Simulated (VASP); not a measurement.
**AlCu: single point with PBEsol**

The system is AlCu.

```
CELL_PARAMETERS angstrom
2.99751 0.00000 0.00000
0.00000 2.99751 0.00000
0.00000 0.00000 2.99751
ATOMIC_POSITIONS crystal
Cu 0.50000 0.50000 0.50000
Al 0.00000 0.00000 0.00000
```

The cell comes from a database or a generator and needn't be the stable form of this composition.

```json
{
  "Program": "VASP 6.6.1",
  "Task": "single point",
  "Functional": "PBEsol",
  "Potentials or basis": "VASP PAW PBE potentials, release 64 (Cu, Al)",
  "Cutoff": "500 eV",
  "k mesh": "9 × 9 × 9",
  "Occupations": "gaussian, width 0.02 eV",
  "Spin": "no spin polarisation",
  "Further INCAR settings": "ALGO = Fast; EDIFF = 1.00e-06; NBANDS = 14"
}
```

```json
{
  "Pressure": "-4.4 GPa",
  "Band gap on the k mesh": "none (metal or under the smearing width)"
}
```

Levels at points of the mesh, in eV from the Fermi level:
```csv
k point,band 4,band 5,band 6,band 7,band 8,band 9,band 10,band 11
"(0.00, 0.00, 0.00)",-3.81,-3.81,-3.81,3.90,3.90,3.90,6.38,6.38
```

Wall time 14 s on 1 thread of Intel(R) Xeon(R) Platinum 8375C CPU @ 2.90GHz (Ice Lake), with other jobs on the host, peak memory 0.14 GiB.

Caveat: the PAW data sets were made with another functional, which shifts forces and pressure a little.
